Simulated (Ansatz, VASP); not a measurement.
**Au: VASP beside Ansatz**

```
Au
1.0
     2.86788    0.00000    0.00000
    -1.43394    2.48365    0.00000
     0.00000    0.00000   10.56221
Au
4
Direct
  0.33333 0.66667 0.38147
  0.66667 0.33333 0.88147
  0.66667 0.33333 0.61853
  0.33333 0.66667 0.11853
```

Alike in both runs: functional PBE; k mesh 9 × 9 × 2; occupations gaussian, width 0.1 eV; no spin polarisation.

Ansatz relaxed the structure, and its values are those at the end. VASP's run is a single point on that final structure, the one shown.

```csv
,VASP,Ansatz
version,VASP 6.6.1,Ansatz 0.2.0
potentials or method,"VASP PAW PBE potentials, release 64 (Au)","scalar-relativistic, plane waves, PAW"
plane-wave cutoff (eV),520,420
valence electrons in the cell,44,76
```

```tsv
	VASP	Ansatz	Ansatz less VASP
gap on the k mesh at the Fermi level (eV)	none	none	-
pressure (GPa)	-0.3	-0.1	+0.22
rms of the force components (eV/Å)	0.025	0.023	-0.0023
```

A gap of «none» marks a metal or a gap that the smearing closes. The two sets of potentials don't hold the same shells in valence.

The runs have no spin-orbit coupling, so splittings on Au are missing.
